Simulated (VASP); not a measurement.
Wanted: the native input for a VASP 6.6.1 run.

| Item | Value |
| --- | --- |
| Task | single point |
| Functional | PBE |
| Potentials or basis | VASP PAW PBE potentials, release 64 (Cd, S) |
| Cutoff | 520 eV |
| k mesh | 6 × 6 × 4 |
| Occupations | gaussian, width 0.1 eV |
| Spin | no spin polarisation |
| Dipole correction | no |
| Further INCAR settings | ALGO = Normal; EDIFF = 1e-06; NBANDS = 26 |

The structure of CdS (nc) lies in POSCAR:

```
CdS
1.0
    4.1500000000      0.0000000000      0.0000000000
   -2.0750000000      3.5940054257      0.0000000000
    0.0000000000      0.0000000000      6.7370000000
Cd S
2 2
Direct
    0.3333333333      0.6666666667      0.0000000000
    0.6666666667      0.3333333333      0.5000000000
    0.3333333333      0.6666666667      0.3750000000
    0.6666666667      0.3333333333      0.8750000000
```

One way to write it, as run:

INCAR

```
  ALGO = Normal
  EDIFF = 1E-6
  ENCUT = 520
  GGA = PE
  ISIF = 2
  ISMEAR = 0
  LASPH = T
  LCHARG = T
  LELF = T
  LREAL = F
  LVHAR = T
  LWAVE = F
  NBANDS = 26
  NELM = 100
  PREC = Accurate
  SIGMA = 0.1
```

KPOINTS

```
k-points
0
Gamma
  6 6 4
```

Potentials or basis: VASP PAW PBE potentials, release 64 (Cd, S).

The run is started by

```console
$ cat potpaw_PBE.64/Cd/POTCAR potpaw_PBE.64/S/POTCAR > POTCAR
$ mpirun -np 1 vasp_std > vasp.out
```

Results of the run:

- Pressure: 2.4 GPa
- Largest force: 0.069 eV/Å
- Band gap on the k mesh: 1.20 eV, direct

Run time: 37 s on 1 thread of Intel(R) Xeon(R) Platinum 8259CL CPU @ 2.50GHz (Skylake/Cascade Lake) (shared host), peak memory 0.23 GiB.
